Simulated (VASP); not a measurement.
**SiMo3: relaxation of cell and atoms with PBEsol**

The system is SiMo3.

```
Si Mo
1.0
     4.86505    0.00000    0.00000
     0.00000    4.86505    0.00000
     0.00000    0.00000    4.86505
Si Mo
2 6
Cartesian
  0.0000 0.0000 0.0000
  2.4325 2.4325 2.4325
  1.2163 0.0000 2.4325
  2.4325 3.6488 0.0000
  3.6488 0.0000 2.4325
  2.4325 1.2163 0.0000
  0.0000 2.4325 3.6488
  0.0000 2.4325 1.2163
```

- Program: VASP 6.6.1
- Task: relaxation of cell and atoms
- Functional: PBEsol
- Potentials or basis: VASP PAW PBE potentials, release 64 (Si, Mo_sv)
- Cutoff: 600 eV
- k mesh: 8 × 8 × 8
- Occupations: methfessel-paxton, width 0.1 eV
- Spin: no spin polarisation
- Further INCAR settings: ALGO = Normal; EDIFF = 1e-07; IBRION = 2; EDIFFG = -0.005; NSW = 90; ISIF = 3

```
Relaxed volume                         : 14.39 Å³/atom
Relaxed cell                           : a = 4.865 Å, b = 4.865 Å, c = 4.865 Å, α = 90.00°, β = 90.00°, γ = 90.00°
Space group after relaxing (to 0.05 Å) : Pm-3n (No. 223)
Energy gained by relaxing              : 0.0 meV/atom
Ionic steps                            : 3
Pressure after relaxing                : 0.0 GPa
Band gap on the k mesh                 : none (metal or under the smearing width)
```

Final structure:
```xyz
8
Lattice="4.8647 0.0000 0.0000 0.0000 4.8647 0.0000 0.0000 0.0000 4.8647" Properties=species:S:1:pos:R:3 pbc="T T T"
Si    0.0000    0.0000    0.0000
Si    2.4323    2.4323    2.4323
Mo    1.2162    0.0000    2.4323
Mo    2.4323    3.6485    0.0000
Mo    3.6485    0.0000    2.4323
Mo    2.4323    1.2162    0.0000
Mo    0.0000    2.4323    3.6485
Mo    0.0000    2.4323    1.2162
```

Levels at points of the mesh, in eV from the Fermi level:
```tsv
k point	band 44	band 45	band 46	band 47	band 48	band 49
(0.00, 0.00, 0.00)	-1.61	1.26	1.26	1.26	2.11	2.42
(0.50, 0.00, 0.00)	-1.74	0.25	0.25	0.93	0.93	1.53
(0.50, 0.50, 0.00)	-0.89	-0.89	-0.79	-0.73	-0.54	-0.11
(0.50, 0.50, 0.50)	-1.21	-1.21	-1.21	-1.21	-1.21	1.28
```

Wall time 2.4 min on 2 MPI ranks on Intel(R) Xeon(R) 6975P-C (Granite Rapids), with other jobs on the host, peak memory 0.37 GiB a rank.

Caveat: the PAW data sets were made with another functional, which shifts forces and pressure a little.
